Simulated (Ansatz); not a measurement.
Gd: frozen-core PAW against all-electron methods

```xyz
1
Lattice="3.2602 0.0000 0.0000 0.0000 3.2602 0.0000 0.0000 0.0000 3.2602" Properties=species:S:1:pos:R:3 pbc="T T T"
Gd    0.0000    0.0000    0.0000
```

The structure comes from a relaxation in the same program, started in the sc type, and has space group Pm-3m. Whether it is a known phase or the ground state wasn't checked.

Semilocal functionals without a Hubbard term describe localised f shells poorly; where the shell is localised, the real material differs.

Other magnetic orders may lie lower; this is the state that the run reached.

Spin–orbit coupling is left out, though it moves levels of the heavy atoms by tenths of an eV or more.

All numbers are computed: DFT, PBE, PAW with Ansatz's default frozen-core files, scalar-relativistic (Ansatz 0.2.0); DFT, PBE, all-electron PAW with datasets made for the crystal, scalar-relativistic (Ansatz 0.2.0); DFT, PBE, all-electron LAPW, scalar-relativistic (Ansatz 0.2.0).

For PAW: a Γ-centred 10×10×10 k mesh, Fermi–Dirac smearing of 0.05 eV, cutoff 420 eV, spin-polarised from start moments Gd 7 μB. The crystal-made all-electron datasets (AE datasets) take a cutoff of 280 eV at this cell. LAPW targets a basis error of 0.5 meV/atom. The Ansatz runs share mesh, smearing and spin set-up. Plane-wave (PAW) pressures include the program's estimate of the Pulay term.

Stress and pressure are positive in compression.

Levels count from the Fermi level.

```
                              quantity     PAW  AE datasets    LAPW
                        pressure (GPa)    0.02         0.02    0.02
               moment of the cell (μB)   7.874        7.873   7.873
highest filled spin-up level at R (eV)  -1.065       -1.064  -1.064
  lowest empty spin-up level at R (eV)   5.790        5.790   5.790
highest filled spin-up level at M (eV)  -0.457       -0.456  -0.456
  lowest empty spin-up level at M (eV)   3.156        3.158   3.158
```
